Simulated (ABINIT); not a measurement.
# PbO2 in ABINIT: convergence with k mesh

Crystal: PbO2.

```xyz
3
Lattice="0.0000 2.7020 2.7020 2.7020 0.0000 2.7020 2.7020 2.7020 0.0000" Properties=species:S:1:pos:R:3 pbc="T T T"
Pb    0.0000    0.0000    0.0000
O     4.0530    4.0530    4.0530
O     1.3510    1.3510    1.3510
```

The cell comes from a database or a generator and needn't be the stable form of this composition.

```yaml
Program: ABINIT 10.8.3 (patched build)
Task: single point
Functional: BLYP
Potentials_or_basis: PseudoDojo NC SR PBE v0.4 stringent
Cutoff: 1252 eV
k_mesh: 2 × 2 × 2
Occupations: gaussian, width 0.1 eV
Spin: no spin polarisation
```

These are the settings of the first run; the series varies k mesh, with any setting tied to it.

Hardware: 1 thread of Arm Neoverse V2, on a shared host.

```tsv
k mesh	energy less the tightest run, at zero smearing (meV/atom)	pressure (GPa)	SCF cycles	CPU time (s)	peak memory (GiB)
2 × 2 × 2	16.08	9.45	10	6.2	0.09
3 × 3 × 3	-0.37	6.68	10	12	0.09
4 × 4 × 4	-4.29	6.22	11	22	0.09
5 × 5 × 5	-0.61	6.22	10	28	0.1
7 × 7 × 7	1.64	6.38	10	56	0.11
8 × 8 × 8	0.59	6.66	11	84	0.12
9 × 9 × 9	-0.43	6.58	10	92	0.13
11 × 11 × 11	-0.51	6.39	10	150	0.16
14 × 14 × 14	0.00	6.50	10	270	0.22
```

Against the tightest run, the energy stays within 1 meV/atom from 8 × 8 × 8 on. Not settled before the last step: the pressure (to 0.1 GPa). Meshes of other sizes hit other points, so gaps and Fermi surfaces needn't settle smoothly. The tightest run that finished is the yardstick and may itself not be fully converged.

Caveat, for the tightest run too: the potentials were made for another functional, which shifts forces and pressure. The run has no spin-orbit coupling, so splittings on Pb are missing.
